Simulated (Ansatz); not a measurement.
# CdF$_{2}$: single point, PBE (computed with Ansatz 0.2.0, plane waves, PAW)

```xyz
3
Lattice="0.0000 2.6940 2.6940 2.6940 0.0000 2.6940 2.6940 2.6940 0.0000" Properties=species:S:1:pos:R:3 pbc="T T T"
Cd    0.0000    0.0000    0.0000
F     1.3470    1.3470    1.3470
F     4.0410    4.0410    4.0410
```

Launched as:

```bash
ansatz run input.yaml --threads 4 --pin off --max-ram 8192MiB --backend cpu --events-out ev --progress --plain --runs-dir out
```

Input file:

```yaml
crystal:
  lattice:
    - [0.0, 2.6939990179, 2.6939990179]
    - [2.6939990179, 0.0, 2.6939990179]
    - [2.6939990179, 2.6939990179, 0.0]
  atoms:
    - { symbol: Cd, position: [0.0, 0.0, 0.0] }
    - { symbol: F, position: [0.25, 0.25, 0.25] }
    - { symbol: F, position: [0.75, 0.75, 0.75] }
basis:
  ecutwfc: 420
  ecutrho_ratio: 4
kpoints:
  mp_grid: { grid: [8, 8, 8] }
hamiltonian:
  xc: pbe
scf:
  occupations: { method: gaussian, width: 0.05 }
output:
  forces: true
  stress: true
  eigenvalues: true
```

Output (shortened):

```
Engine: ansatz 0.2.0, aarch64-unknown-linux-gnu
Crystal: 3 atoms, lattice volume = 39.104 Å³
Basis set: ecut = 420 eV, 749 PW (Γ), exchange–correlation on 54×54×54 points (8 copies of the dense FFT grid, shifted against one another)
Bands: 21, of which v1, the nominal top of the filled ones, is band 17 counted from 1 (16 counted from 0)
Symmetry: 48 space group operations
Space group: Fm-3m (ITA 225), of the structure as read, at distance tolerance 3.4e-5 Å
k-points: 29 of 512
Initial wavefunctions: pseudopotential atomic-orbital guess
Functional: x = pbe(κ = 0.804, μ = 0.2195149727645171), c = pbe(β = 0.06672455060314922)
SCF iter   1: F=—  HF=-9872.134413 eV  |F-HF|=—  |Δ(HF+E_count)|=         —  Δρ=5.58e-4  dr2=1.92e-5  ethr=1.77e-3  ⟨swp⟩=5.7  Hψ=2449  notcnv=0
[…]
SCF iter   3: F=—  HF=-9872.135471 eV  |F-HF|=—  |Δ(HF+E_count)|=   5.34e-5  Δρ=1.72e-4  dr2=1.48e-6  ethr=4.50e-8  ⟨swp⟩=2.0  Hψ=944  notcnv=0
SCF iter   4: F=—  HF=-9872.135510 eV  |F-HF|=—  |Δ(HF+E_count)|=   3.91e-5  Δρ=6.02e-5  dr2=3.97e-7  ethr=4.35e-9  ⟨swp⟩=2.0  Hψ=986  notcnv=0
iter 5 did not close the SCF: its close was put off for the readings that it lacked (scf_convergence_deferred on its scf_iter line)
SCF iter   5: F=-9872.135513 eV  HF=-9872.135513 eV  |F-HF|=8.08e-9  |Δ(HF+E_count)|=   3.16e-6  Δρ=1.62e-5  dr2=6.60e-8  ethr=1.17e-9  ⟨swp⟩=2.0  Hψ=986  notcnv=0
SCF iter   6: F=-9872.135513 eV  HF=-9872.135513 eV  |F-HF|=9.42e-10  |Δ(HF+E_count)|=   4.61e-8  Δρ=4.87e-6  dr2=5.30e-9  ethr=1.94e-10  ⟨swp⟩=2.1  Hψ=2040  notcnv=0
SCF 1 converged in 6 iterations: F = -9872.135513 eV  dr2 = 5.30e-9
  greatest PAW one-centre occupation: 1.000 electrons in one spin orbital (limit 2), on the Cd atom at site 0 (counted from 0), in its partial waves of l = 1
SCF converged after 6 iterations
Free energy (F): -9872.135513 eV
Harris-Foulkes:  -9872.135513 eV  (|F-HF|=9.42e-10)
Internal energy: -9872.135513 eV  (E = F + TS)
E sigma→0 (E₀):  -9872.135513 eV
Fermi energy:    7.994772 eV
--- Forces (eV/Å), atoms counted from 1 ---
  atom   1  Cd    -0.00000000    -0.00000000    -0.00000000
  atom   2  F      0.00000000    -0.00000000    -0.00000000
  atom   3  F      0.00000000    -0.00000000     0.00000000
--- Stress (GPa, compression-positive) ---
        5.456586      -0.000000      -0.000000
       -0.000000       5.456586      -0.000000
        0.000000      -0.000000       5.456586
  P = ⅓ Tr σ = 5.4566 GPa (54.566 kbar)
```

In short: gap on the mesh 3.10 eV; pressure 5.5 GPa.

Time: 0.54 s on 4 threads of Arm Neoverse V1, on a shared host, peak memory 0.3 GiB.
